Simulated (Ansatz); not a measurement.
## Two-dimensional strain map in Si2Mo

Theory: DFT PBEsol, scalar-relativistic, plane waves, PAW (Ansatz). Settings: plane waves to 420 eV, k-mesh 20×20×20 (Γ-centred), Gaussian smearing 0.15 eV. No spin polarisation. Energies are free energies at this smearing, counted from the undisturbed cell; pressure is positive in compression.

Zero of the scan (relaxed at this level):

```
CELL_PARAMETERS angstrom
-1.59504 1.59504 3.91069
1.59504 -1.59504 3.91069
1.59504 1.59504 -3.91069
ATOMIC_POSITIONS crystal
Si 0.33506 0.33506 0.00000
Si 0.66494 0.66494 0.00000
Mo 0.00000 0.00000 0.00000
```

The cell is strained by p along both x and y and by q along z, fractional coordinates fixed. Points are written (p, q).

Energy above the undisturbed cell in meV/atom (a dash: not computed):

| p \ q | -0.050 | -0.025 | 0.000 | 0.025 | 0.050 |
| --- | --- | --- | --- | --- | --- |
| -0.050 | 245.6 | 168.9 | 127.6 | 115.2 | 125.8 |
| -0.025 | 117.4 | 56.3 | 29.9 | – | 55.8 |
| 0.000 | 62.9 | 14.6 | 0.0 | 12.8 | 47.4 |
| 0.025 | 68.9 | – | 26.1 | – | 90.3 |
| 0.050 | 123.5 | 94.6 | 97.5 | 126.0 | 175.0 |

Pressure in GPa:

```
 p \ q  -0.050  -0.025  0.000  0.025  0.050
-0.050    47.6    36.8   27.6   19.8   13.2
-0.025    29.2    19.9   12.1      –    0.2
 0.000    14.7     6.6    0.0   -5.5  -10.0
 0.025     3.4       –   -9.3      –  -17.7
 0.050    -5.3   -11.4  -16.4  -20.3  -23.4
```